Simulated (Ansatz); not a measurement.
# Ga: a scan of SCF settings

Which SCF settings change the result for Ga, and which only the effort? The default run comes first. The cell (4 atoms) is Ga in its deposited structure (space group Cmce). Source: COD entry 8104301.

Method: DFT PBE, PAW, plane waves, scalar-relativistic, in Ansatz 0.2.0.

### 1 The starting structure

Symmetry: Cmce, No. 64, orthorhombic system. Conventional cell: a = 4.517 Å, b = 7.645 Å, c = 4.511 Å, α = 90.00°, β = 90.00°, γ = 90.00°. Ga (site symmetry m) has 7 Ga at 2.44 to 2.80 Å as nearest neighbours.

Coordinates:

```
CELL_PARAMETERS angstrom
2.25835 -3.82240 0.00000
2.25835 3.82240 0.00000
0.00000 0.00000 4.51070
ATOMIC_POSITIONS crystal
Ga 0.84750 0.15250 0.07850
Ga 0.65250 0.34750 0.57850
Ga 0.15250 0.84750 0.92150
Ga 0.34750 0.65250 0.42150
```

Labels such as Ga4 number the atoms in the order of the input file.

After the default run come: Anderson, β 0.8, history 2, no preconditioner; fixed occupations; Fermi–Dirac width 0.003 eV, no switch to direct minimisation; linear mixing, β 0.1, no preconditioner; Broyden, β 0.7, history 3, no preconditioner; Anderson, β 0.8, history 12, no preconditioner; cutoff 350 eV; k-point mesh 4x4x4; MSR1 mixing, preconditioner none; Anderson, β 0.5, history 8, no preconditioner.

The search for lower states is off throughout, and inputs that name a mixer don't switch to direct minimisation unless they say so. Spin polarisation is off.

### 2 Default SCF settings

Contents of input.yaml:

```yaml
crystal:
  lattice:
    - [2.25835, -3.8224, 0.0]
    - [2.25835, 3.8224, 0.0]
    - [0.0, 0.0, 4.5107]
  atoms:
    - { symbol: Ga, position: [0.8475, 0.1525, 0.0785] }
    - { symbol: Ga, position: [0.6525, 0.3475, 0.5785] }
    - { symbol: Ga, position: [0.1525, 0.8475, 0.9215] }
    - { symbol: Ga, position: [0.3475, 0.6525, 0.4215] }
hamiltonian:
  xc: pbe
  pseudopotentials: { kind: paw }
basis:
  ecutwfc: 420
kpoints:
  mp_grid: { grid: [8, 8, 7] }
scf:
  occupations: { method: fermi_dirac, width: 0.1 }
  lower_state_search: "off"
output:
  forces: true
  stress: true
```

On the command line:

```
> ansatz run input.yaml --threads 2 --pin off --max-ram 5120MiB --backend cpu --events-out ev --progress --plain --runs-dir out
```

The program printed, cut to the lines that bear on the results:

```text
[...]
Pseudopotentials: kind: paw
Pseudopotential: Ga, paw, valence charge 13, recommended cutoff 420 eV (normal), Ga.paw.azcp
Functional definition: PBE
[...]
Crystal: 4 atoms, lattice volume = 77.876 Å³
Basis set: ecut = 420 eV, 1517 PW (Γ), exchange–correlation on 60×60×64 points (8 copies of the dense FFT grid, shifted against one another)
Bands: 30, of which v1, the nominal top of the filled ones, is band 26 counted from 1 (25 counted from 0)
Symmetry: 8 space group operations
Space group: Cmce (ITA 64), of the structure as read, at distance tolerance 4.3e-5 Å
k-points: 84 of 448
[...]
SCF iter   1: F=—  HF=-15132.046282 eV  |F-HF|=—  |Δ(HF+E_count)|=         —  Δρ=1.45e-3  dr2=2.00e-3  ethr=1.77e-3  ⟨swp⟩=5.6  Hψ=9495  notcnv=0
[...]
SCF iter   7: F=-15132.043424 eV  HF=-15132.043424 eV  |F-HF|=2.34e-8  |Δ(HF+E_count)|=   1.06e-7  Δρ=7.22e-6  dr2=3.18e-8  ethr=1.92e-10  ⟨swp⟩=4.1  Hψ=9540  notcnv=0
[...]
SCF converged after 7 iterations
Free energy (F): -15132.043424 eV
[...]
E sigma→0 (E₀):  -15132.028707 eV
Entropy (-TS):   -0.029433 eV (-7.358 meV/atom)
Fermi energy:    9.198931 eV
[...]
--- Forces (eV/Å), atoms counted from 1 ---
  atom   1  Ga     0.00000000     0.41620700     0.12226333
  atom   2  Ga     0.00000000    -0.41620700     0.12226333
  atom   3  Ga     0.00000000    -0.41620700    -0.12226333
  atom   4  Ga     0.00000000     0.41620700    -0.12226333
[...]
--- Stress (GPa, compression-positive) ---
        1.483776       0.000000       0.000000
        0.000000       4.039575       0.000000
        0.000000       0.000000       1.463435
  P = ⅓ Tr σ = 2.3289 GPa (23.289 kbar)
```

Wall time 6.8 s (2 threads of Arm Neoverse V1, shared host); peak memory 0.42 GiB.

With the default settings (MSR1 mixing, preconditioner Kerker) the run converges in 7 iterations, with no gap on the k-mesh.

### 3 Anderson, β 0.8, history 2, no preconditioner

Edit input.yaml of step 2 so:

```diff
@@ -20,2 +20,5 @@
   lower_state_search: "off"
+  algorithm: density_mixing
+  max_iter: 100
+  mixing: { algorithm: anderson, ndim: 2, beta: 0.8, preconditioner: none }
 output:
```

On the command line:

```
> ansatz run input.yaml --threads 2 --pin off --max-ram 5120MiB --backend cpu --events-out ev --progress --plain --runs-dir out
```

The program printed, cut to the lines that bear on the results:

```text
[... 20 lines as in an earlier run ...]
SCF iter   1: F=—  HF=-15132.046282 eV  |F-HF|=—  |Δ(HF+E_count)|=         —  Δρ=1.45e-3  dr2=2.00e-3  ethr=1.77e-3  ⟨swp⟩=5.6  Hψ=9495  notcnv=0
[...]
SCF iter   7: F=-15132.043424 eV  HF=-15132.043424 eV  |F-HF|=2.79e-9  |Δ(HF+E_count)|=   1.11e-7  Δρ=4.05e-6  dr2=7.01e-9  ethr=1.92e-10  ⟨swp⟩=4.5  Hψ=9883  notcnv=0
[...]
SCF converged after 7 iterations
Stability not checked: this state was not tested for a lower state beside it, because the mixer in use, unlike msr1, does not test its closes by its own steps (another_mixer; see scf.mixing.algorithm and scf.lower_state_search)
Free energy (F): -15132.043424 eV
[...]
E sigma→0 (E₀):  -15132.028707 eV
Entropy (-TS):   -0.029433 eV (-7.358 meV/atom)
Fermi energy:    9.198892 eV
[... 26 lines left out: energy terms, forces, stress ...]
```

It took 7.1 s on 2 threads of Arm Neoverse V1, shared host; peak memory 0.41 GiB.

The count stays at 7. Against the default run: the same free energy.

### 4 Fixed occupations

Edit input.yaml of step 3 so:

```diff
@@ -18,7 +18,5 @@
 scf:
-  occupations: { method: fermi_dirac, width: 0.1 }
+  occupations: { method: fixed }
   lower_state_search: "off"
-  algorithm: density_mixing
   max_iter: 100
-  mixing: { algorithm: anderson, ndim: 2, beta: 0.8, preconditioner: none }
 output:
```

On the command line:

```
> ansatz run input.yaml --threads 2 --pin off --max-ram 5120MiB --backend cpu --events-out ev --progress --plain --runs-dir out
```

The program printed, cut to the lines that bear on the results:

```text
[... 10 lines as in an earlier run ...]
Bands: 32, of which v1, the nominal top of the filled ones, is band 26 counted from 1 (25 counted from 0)
[... 9 lines as in an earlier run ...]
SCF iter   1: F=—  HF=-15131.982041 eV  |F-HF|=—  |Δ(HF+E_count)|=         —  Δρ=1.58e-3  dr2=2.58e-3  ethr=1.77e-3  ⟨swp⟩=4.3  Hψ=8863  notcnv=0  defer=268
[...]
SCF iter   6: F=-15131.979045 eV  HF=-15131.979045 eV  |F-HF|=8.42e-9  |Δ(HF+E_count)|=   2.62e-7  Δρ=8.76e-6  dr2=4.53e-8  ethr=1.92e-10  ⟨swp⟩=3.0  Hψ=11936  notcnv=0
[...]
SCF converged after 6 iterations
Free energy (F): -15131.979045 eV
[...]
E sigma→0 (E₀):  -15131.979045 eV
Fermi energy:    9.444098 eV
[...]
--- Forces (eV/Å), atoms counted from 1 ---
  atom   1  Ga    -0.00000000     0.38708089     0.12767402
  atom   2  Ga    -0.00000000    -0.38708089     0.12767402
  atom   3  Ga    -0.00000000    -0.38708089    -0.12767402
  atom   4  Ga    -0.00000000     0.38708089    -0.12767402
[...]
--- Stress (GPa, compression-positive) ---
        0.181933       0.000000       0.000000
        0.000000       4.673521       0.000000
        0.000000       0.000000       2.193166
  P = ⅓ Tr σ = 2.3495 GPa (23.495 kbar)
--- Band table (eV; the first three rows and the last of 84) ---
[...]
```

It took 7.1 s on 2 threads of Arm Neoverse V1, shared host; peak memory 0.42 GiB.

It takes 6 iterations (default 7). Against the default run: free energy shifted by +16.1 meV/atom, zero-width estimate shifted by +12.4 meV/atom, but the bands overlap, so whole fillings don't suit this cell, forces change by up to 0.030 eV/Å.

### 5 Fermi–Dirac width 0.003 eV, no switch to direct minimisation

Edit input.yaml of step 4 so:

```diff
@@ -18,5 +18,7 @@
 scf:
-  occupations: { method: fixed }
+  occupations: { method: fermi_dirac, width: 0.003 }
   lower_state_search: "off"
+  algorithm: density_mixing
   max_iter: 100
+  mixing: {}
 output:
```

On the command line:

```
> ansatz run input.yaml --threads 2 --pin off --max-ram 5120MiB --backend cpu --events-out ev --progress --plain --runs-dir out
```

The program printed, cut to the lines that bear on the results:

```text
[... 20 lines as in an earlier run ...]
SCF iter   1: F=—  HF=-15132.032462 eV  |F-HF|=—  |Δ(HF+E_count)|=         —  Δρ=1.54e-3  dr2=2.53e-3  ethr=1.77e-3  ⟨swp⟩=6.2  Hψ=9376  notcnv=0
[...]
SCF iter   6: F=-15132.029544 eV  HF=-15132.029544 eV  |F-HF|=4.10e-8  |Δ(HF+E_count)|=   2.33e-8  Δρ=7.25e-6  dr2=4.33e-8  ethr=1.92e-10  ⟨swp⟩=3.0  Hψ=11739  notcnv=0
[...]
SCF converged after 6 iterations
Free energy (F): -15132.029544 eV
[...]
E sigma→0 (E₀):  -15132.029521 eV
Entropy (-TS):   -0.000046 eV (-0.011 meV/atom)
Fermi energy:    9.201590 eV
[...]
--- Forces (eV/Å), atoms counted from 1 ---
  atom   1  Ga     0.00000000     0.39987039     0.12255233
  atom   2  Ga     0.00000000    -0.39987039     0.12255233
  atom   3  Ga     0.00000000    -0.39987039    -0.12255233
  atom   4  Ga     0.00000000     0.39987039    -0.12255233
[...]
--- Stress (GPa, compression-positive) ---
        1.151926       0.000000       0.000000
        0.000000       4.105830       0.000000
        0.000000       0.000000       1.564968
  P = ⅓ Tr σ = 2.2742 GPa (22.742 kbar)
```

It took 5.9 s on 2 threads of Arm Neoverse V1, shared host; peak memory 0.42 GiB.

Compared with step 2: free energy shifted by +3.5 meV/atom, zero-width estimate shifted by -0.2 meV/atom, forces change by up to 0.016 eV/Å; 6 iterations in place of 7.

### 6 Linear mixing, β 0.1, no preconditioner

Edit input.yaml of step 5 so:

```diff
@@ -18,3 +18,3 @@
 scf:
-  occupations: { method: fermi_dirac, width: 0.003 }
+  occupations: { method: fermi_dirac, width: 0.1 }
   lower_state_search: "off"
@@ -22,3 +22,3 @@
   max_iter: 100
-  mixing: {}
+  mixing: { algorithm: anderson, ndim: 1, beta: 0.1, preconditioner: none }
 output:
```

On the command line:

```
> ansatz run input.yaml --threads 2 --pin off --max-ram 5120MiB --backend cpu --events-out ev --progress --plain --runs-dir out
```

The program printed, cut to the lines that bear on the results:

```text
[... 20 lines as in an earlier run ...]
SCF iter   1: F=—  HF=-15132.046282 eV  |F-HF|=—  |Δ(HF+E_count)|=         —  Δρ=1.45e-3  dr2=2.00e-3  ethr=1.77e-3  ⟨swp⟩=5.6  Hψ=9495  notcnv=0
[...]
SCF iter  41: F=-15132.043424 eV  HF=-15132.043423 eV  |F-HF|=1.60e-7  |Δ(HF+E_count)|=   3.72e-8  Δρ=1.51e-5  dr2=8.67e-8  ethr=1.92e-10  ⟨swp⟩=3.0  Hψ=5548  notcnv=0
[...]
SCF converged after 41 iterations
[... 1 line as in an earlier run ...]
Free energy (F): -15132.043424 eV
[...]
E sigma→0 (E₀):  -15132.028707 eV
Entropy (-TS):   -0.029433 eV (-7.358 meV/atom)
Fermi energy:    9.198911 eV
[... 26 lines left out: energy terms, forces, stress ...]
```

Run time: 17 s. Hardware: 2 threads of Arm Neoverse V1, shared host; peak memory 0.41 GiB.

41 iterations against 7; the same free energy.

### 7 Broyden, β 0.7, history 3, no preconditioner

Edit input.yaml of step 6 so:

```diff
@@ -22,3 +22,3 @@
   max_iter: 100
-  mixing: { algorithm: anderson, ndim: 1, beta: 0.1, preconditioner: none }
+  mixing: { algorithm: broyden, ndim: 3, beta: 0.7, preconditioner: none }
 output:
```

On the command line:

```
> ansatz run input.yaml --threads 2 --pin off --max-ram 5120MiB --backend cpu --events-out ev --progress --plain --runs-dir out
```

The program printed, cut to the lines that bear on the results:

```text
[... 20 lines as in an earlier run ...]
SCF iter   1: F=—  HF=-15132.046292 eV  |F-HF|=—  |Δ(HF+E_count)|=         —  Δρ=1.45e-3  dr2=2.00e-3  ethr=1.77e-3  ⟨swp⟩=5.6  Hψ=9495  notcnv=0
[...]
SCF iter   6: F=-15132.043424 eV  HF=-15132.043424 eV  |F-HF|=1.58e-9  |Δ(HF+E_count)|=   8.19e-8  Δρ=3.08e-6  dr2=3.63e-9  ethr=1.35e-10  ⟨swp⟩=4.1  Hψ=9506  notcnv=0
[...]
SCF converged after 6 iterations
[... 1 line as in an earlier run ...]
Free energy (F): -15132.043424 eV
[...]
E sigma→0 (E₀):  -15132.028707 eV
Entropy (-TS):   -0.029433 eV (-7.358 meV/atom)
Fermi energy:    9.198897 eV
[... 26 lines left out: energy terms, forces, stress ...]
```

Run time: 6.1 s. Hardware: 2 threads of Arm Neoverse V1, shared host; peak memory 0.41 GiB.

Compared with step 2: the same free energy; 6 iterations in place of 7.

(Part 1 of 2 ends here.)
